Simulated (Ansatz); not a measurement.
Stress against strain in CdSe

```
CELL_PARAMETERS angstrom
0.00000 3.07027 3.07027
3.07027 0.00000 3.07027
3.07027 3.07027 0.00000
ATOMIC_POSITIONS crystal
Cd 0.00000 0.00000 0.00000
Se 0.25000 0.25000 0.25000
```

Atom numbers follow the list: Cd1, Se2.

Structure from Materials Project entry mp-2691 (possibly hypothetical), not relaxed further.

Method: DFT, PBE, all-electron LAPW, scalar-relativistic (Ansatz 0.2.0).

Sampling and basis: a Γ-centred 8×8×8 k mesh, Fermi–Dirac smearing of 0.03 eV, basis error target 1 meV/atom, no spin polarisation.

The strain is applied along the Cartesian axes of the cell as listed (the other components stay zero). Fractional coordinates are held (clamped ions).

σ is the change of stress from the unstrained cell, which is at 1.30 GPa; tension is positive, so slopes are stress–strain coefficients at that pressure.

Only quantities that a quadratic follows smoothly over the whole series are listed; rougher ones are left out.

```
    εzz  σzz (GPa)  σxx (GPa)
-0.0300      -1.91      -1.50
-0.0200      -1.26      -0.97
-0.0100      -0.62      -0.47
 0.0000       0.00       0.00
 0.0200       1.21       0.85
 0.0300       1.79       1.24
```

Fit the series and read off the stiffness at zero strain.

Least-squares fits y = p0 + p1 x + p2 x² to the rows give σzz (GPa): p1 = 61.7, p2 = -69; σxx (GPa): p1 = 45.6, p2 = -140. So C11 = 62 GPa and C12 = 46 GPa, which gives B = (C11 + 2 C12)/3 = 51 GPa.

One run, at εzz = 0.0100, is withheld. Predict its row.

The fits give 0.61, 0.44; the run gave 0.61, 0.44.
